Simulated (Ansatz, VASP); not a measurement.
# Pt: VASP beside Ansatz

```
Pt
1.0
     0.00000    1.96090    1.96090
     1.96090    0.00000    1.96090
     1.96090    1.96090    0.00000
Pt
1
Direct
  0.00000 0.00000 0.00000
```

Alike in both runs: task relaxation of cell and atoms; functional LDA; k mesh 18 × 18 × 18; occupations gaussian, width 0.1 eV; no spin polarisation.

|  | VASP | Ansatz |
| --- | --- | --- |
| version | VASP 6.6.1 | Ansatz 0.2.0 |
| potentials or method | VASP PAW LDA potentials, release 64 (Pt) | scalar-relativistic, plane waves, PAW |
| plane-wave cutoff (eV) | 600 | 420 |
| valence electrons in the cell | 10 | 18 |

Ansatz gave:

| Property | Result |
| --- | --- |
| gap on the k mesh at the Fermi level, each at its own relaxed structure (eV) | none |
| relaxed volume (Å³/atom) | 14.76 |
| relaxed cell length with the largest relative difference (Å) | 2.753 |
| energy change over the relaxation (meV/atom) | -6 |

Task: Estimate VASP's values.

Result: gap on the k mesh at the Fermi level, each at its own relaxed structure (eV): none; relaxed volume (Å³/atom): 14.80; relaxed cell length with the largest relative difference (Å): 2.756; energy change over the relaxation (meV/atom): -5.

A gap of «none» marks a metal or a gap that the smearing closes. The two sets of potentials don't hold the same shells in valence.

Spin-orbit coupling is left out, which matters for the levels of Pt. LDA usually gives volumes a few per cent too small. Zero-point motion and thermal expansion aren't in these numbers.
